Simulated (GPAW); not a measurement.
Fe, 2 atoms in the cell. It takes space group P6_3/mmc (No. 194, hexagonal). Conventional cell: a = 2.434 Å, b = 2.434 Å, c = 3.842 Å, α = 90.00°, β = 90.00°, γ = 120.00°. Fe (site symmetry -6m2) is surrounded by 12 Fe at 2.38 to 2.43 Å. This isn't the form of Fe at room conditions, which is bcc.

```yaml
Program: GPAW 26.7.0
Task: band structure
Functional: PBE
Potentials_or_basis: GPAW PAW data sets (gpaw-data 1.2.1)
Cutoff: 600 eV
Basis: pw
k_mesh: 9 × 9 × 5
Occupations: fermi-dirac, width 0.05 eV
Spin: collinear spin, ferromagnetic start
Starting_moments: "[3.0, 3.0] μB"
Maxiter: 150
Band_path: GMKGALHA,LM,KH
Band_points: 60
```

Potentials or basis: GPAW PAW data sets (gpaw-data 1.2.1), pw.

The run is started by

```bash
$ OMP_NUM_THREADS=1 python run.py
```

Hardware: 1 thread of Arm Neoverse V1, on a shared host.

Problem. How long does it take, and how much memory?

Solution. It took 62 s on 1 thread of Arm Neoverse V1 (shared host), peak memory 0.21 GiB. Counts: scf iterations 22, plane waves 687, bands 19, k points 50.
